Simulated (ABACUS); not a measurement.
Mg:

```
Mg
1.0
    -1.83599    1.83599    1.67940
     1.83599   -1.83599    1.67940
     1.83599    1.83599   -1.67940
Mg
1
Direct
  0.00000 0.00000 0.00000
```

This isn't the form of Mg at room conditions, which is hcp.

```yaml
Program: ABACUS 3.10.1
Task: single point
Functional: PBE
Potentials_or_basis: PseudoDojo NC SR 0.4.1 PBE standard
Cutoff: 1143 eV
Density_cutoff: 4572 eV
Basis: plane waves
k_mesh: 11 × 11 × 11
Occupations: fermi-dirac, width 0.05 eV
Spin: no spin polarisation
```

On this cell: pressure 0.6 GPa; band gap on the k mesh none (metal or under the smearing width).

The same run follows on a disturbed copy (cell strained at random at fixed volume):

```
CELL_PARAMETERS angstrom
-1.78838 1.82401 1.69227
1.82438 -1.82503 1.73276
1.79404 1.83070 -1.69339
ATOMIC_POSITIONS crystal
Mg 0.00166 0.01882 0.01069
```

Q: What does the disturbed cell give?

A: The energy (extrapolated to zero smearing) moves by -0.1 meV/atom; pressure 0.5 GPa; band gap on the k mesh none (metal or under the smearing width).

Stress tensor (GPa, compression positive):
```
 0.52 -0.06 -0.74
-0.06  0.12  0.02
-0.74  0.02  0.90
```
